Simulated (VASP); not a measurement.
The system is W.

```
W
1.0
     4.33026    0.00000    0.00000
    -2.16513    3.75012    0.00000
     0.00000    0.00000    5.04243
W
4
Direct
  0.00000 0.00000 0.75000
  0.00000 0.00000 0.25000
  0.33333 0.66667 0.75000
  0.66667 0.33333 0.25000
```

The cell was built by a generator and needn't be a form met in nature.

| Item | Value |
| --- | --- |
| Program | VASP 6.6.1 |
| Task | relaxation of cell and atoms |
| Functional | PBE |
| Potentials or basis | VASP PAW PBE potentials, release 64 (W_sv) |
| Cutoff | 600 eV |
| k mesh | 6 × 6 × 4 |
| Occupations | gaussian, width 0.1 eV |
| Spin | no spin polarisation |

At the start: pressure 0.3 GPa; volume 20.47 Å³/atom.

Problem. Where does the relaxation end?

Solution. Over 5 steps the energy falls by 4.5 meV/atom and the volume is 20.45 Å³/atom (-0.1 %); space group P6_3/mmc (No. 194, to 0.05 Å).

Step by step:
```csv
step,energy change (eV),largest force (eV/Å),pressure (GPa),volume (Å³)
1,0.0000,0.0000,0.26,81.88
2,0.0040,0.0000,-1.30,82.23
3,-0.0175,0.0000,-0.57,82.06
4,-0.0163,0.0000,1.08,81.30
5,-0.0180,0.0000,0.00,81.79
```

Final structure:
```
W
1.0
     4.35461    0.00000    0.00000
    -2.17731    3.77120    0.00000
     0.00000    0.00000    4.98072
W
4
Direct
  0.00000 0.00000 0.75000
  0.00000 0.00000 0.25000
  0.33333 0.66667 0.75000
  0.66667 0.33333 0.25000
```
